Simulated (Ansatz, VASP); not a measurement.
# Ge5Pt: VASP beside Ansatz

File INCAR:

```
SYSTEM = Ge5Pt
PREC = Accurate
ENCUT = 520
EDIFF = 1E-7
ISMEAR = 0
SIGMA = 0.1
LREAL = .False.
LASPH = .True.
NELM = 60
ALGO = Normal
ISIF = 2
LWAVE = .False.
LCHARG = .False.
GGA = PE
NBANDS = 49
```

File KPOINTS:

```
regular mesh
0
Gamma
  6 6 4
  0 0 0
```

Contents of POSCAR:

```
Ge5Pt
1.0
    5.3904144600      0.0000000000      0.0000000000
   -2.6952072300      4.6682358600      0.0000000000
    0.0000000000      0.0000000000      4.3524442100
Ge Pt
5 1
Direct
    0.3333333300      0.6666666700      0.0000000000
    0.6666666700      0.3333333300      0.0000000000
    0.5000000000      0.0000000000      0.5000000000
    0.5000000000      0.5000000000      0.5000000000
    0.0000000000      0.5000000000      0.5000000000
    0.0000000000      0.0000000000      0.0000000000
```

Input for Ansatz:

```yaml
crystal:
  lattice:
    - [5.39041446, 0.0, 0.0]
    - [-2.69520723, 4.66823586, 0.0]
    - [0.0, 0.0, 4.35244421]
  atoms:
    - { symbol: Ge, position: [0.33333333, 0.66666667, 0.0] }
    - { symbol: Ge, position: [0.66666667, 0.33333333, 0.0] }
    - { symbol: Ge, position: [0.5, 0.0, 0.5] }
    - { symbol: Ge, position: [0.5, 0.5, 0.5] }
    - { symbol: Ge, position: [0.0, 0.5, 0.5] }
    - { symbol: Pt, position: [0.0, 0.0, 0.0] }
basis:
  ecutwfc: 420
kpoints:
  mp_grid: { grid: [6, 6, 4] }
hamiltonian:
  xc: pbe
scf:
  occupations: { method: gaussian, width: 0.1 }
  lower_state_search: "off"
output:
  forces: true
  stress: true
  eigenvalues: true
```

Change from the starting cell: species swapped into the SmCu5 type (P6/mmm, No. 191).

Alike in both runs: task single point; functional PBE; k mesh 6 × 6 × 4; occupations gaussian, width 0.1 eV; no spin polarisation.

|  | VASP | Ansatz |
| --- | --- | --- |
| version | VASP 6.6.1 | Ansatz 0.2.0 |
| potentials or method | VASP PAW PBE potentials, release 64 (Ge_d, Pt) | scalar-relativistic, plane waves, PAW |
| plane-wave cutoff (eV) | 520 | 420 |
| valence electrons in the cell | 80 | 88 |

```tsv
	VASP	Ansatz	Ansatz less VASP
gap on the k mesh at the Fermi level (eV)	none	none	-
pressure (GPa)	9.7	9.7	-0.04
largest component of the traceless stress (GPa)	8.33	8.31	-0.022
```

A gap of «none» marks a metal or a gap that the smearing closes. The functional is the same, so the differences come from potentials, cutoffs and numerics. The two sets of potentials don't hold the same shells in valence.

Caveats: the k mesh is coarse (spacing up to 0.36 Å⁻¹), so the values aren't converged. Spin-orbit coupling is left out, which matters for the levels of Pt.
